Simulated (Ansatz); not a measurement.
Runs of Ansatz 0.2.0 on TiSe. Symmetry: F-43m, No. 216, cubic system. The conventional cell has a = 6.206 Å, b = 6.206 Å, c = 6.206 Å, α = 90.00°, β = 90.00°, γ = 90.00°. Ti (site symmetry -43m) has 4 Se at 2.69 Å as nearest neighbours. Se (site symmetry -43m) has 4 Ti at 2.69 Å as nearest neighbours. The cell comes from a database or a generator and needn't be the stable form of this composition.

| U | gap on the mesh (eV) | pressure (GPa) |
| --- | --- | --- |
| Ti d U = 8 eV | none | -6.2 |
| Ti d U = 2 eV | none | -9.7 |
| Ti d U = 3 eV | none | (a) |
| Ti d U = 6 eV | none | (b) |
| Ti d U = 5 eV | none | -7.4 |

Alike in all rows: task projected density of states; level r2SCAN+U; potentials or basis Ansatz PAW; no spin polarisation; cell as given; k mesh 8 × 8 × 8; cutoff (eV) 500; smearing fermi-dirac 0.05 eV.

Task: Estimate the missing entries.

Result: (a) -8.8; (b) -7.0.

Caveats: U without spin polarisation on a metal has little footing; the PAW data sets come from PBE, with cores solved anew for the run's functional, which leaves a small shift of forces and pressure.

A k mesh can miss the band edges, and the runs leave out spin-orbit coupling on Se.

A gap of «none» marks a metal or a gap under the smearing width.
